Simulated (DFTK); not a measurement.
Co under changes of volume

One of the cells (10.640 Å³/atom); the others are scaled copies at fixed shape and fractional positions:

```
Co
1.0
     2.47200    0.00000    0.00000
    -1.23600    2.14081    0.00000
     0.00000    0.00000    4.02114
Co
2
Direct
  0.66667 0.33333 0.75000
  0.33333 0.66667 0.25000
```

* Program: DFTK 0.8.2
* Functional: LDA
* Potentials or basis: cp2k.nc.sr.lda.v0_1.largecore.gth (LDA, GTH, large core)
* Cutoff: 2667 eV
* k mesh: 7 × 7 × 4
* Occupations: fermi-dirac, width 0.05 eV
* Spin: collinear spin, ferromagnetic start
* Starting moments: [2.0, 2.0] μB

```csv
volume (Å³/atom),energy over the lowest point (meV/atom),pressure (GPa),moment (μB per cell)
10.002,?,?,?
10.215,12.91,10.1,3.96
10.427,2.94,4.5,3.99
10.640,0.00,-0.6,4.01
10.853,3.50,-5.2,4.03
11.066,12.90,-9.2,4.04
11.279,27.40,-12.6,4.07
```

Task: What does the run at 10.002 Å³/atom give?

Result: Energy over the lowest point 30.76 meV/atom; pressure 16.3 GPa; moment 3.93 μB per cell.

Worked out: A Birch-Murnaghan fit of order 3 (a polynomial in V^(-2/3)) to the other rows has its minimum at 10.63 Å³/atom with B0 = V·E''(V) = 243 GPa and B' = 4.2 at fixed shape and positions, which overstates the stiffness. It gives 30.89 meV/atom at 10.002 Å³/atom, against the run's 30.76, and -dE/dV = 16.7 GPa, against 16.3. A straight line through the other rows of the moment, of slope 0.0966 μB per Å³/atom, extrapolates to 3.94 μB, against the run's 3.93.

Energies are extrapolated to zero smearing.

Caveats: all runs use coarse meshes; GTH potentials come without recommended cutoffs, and this one wasn't checked for convergence; this set keeps more shells in the core, which shifts pressures and gaps.
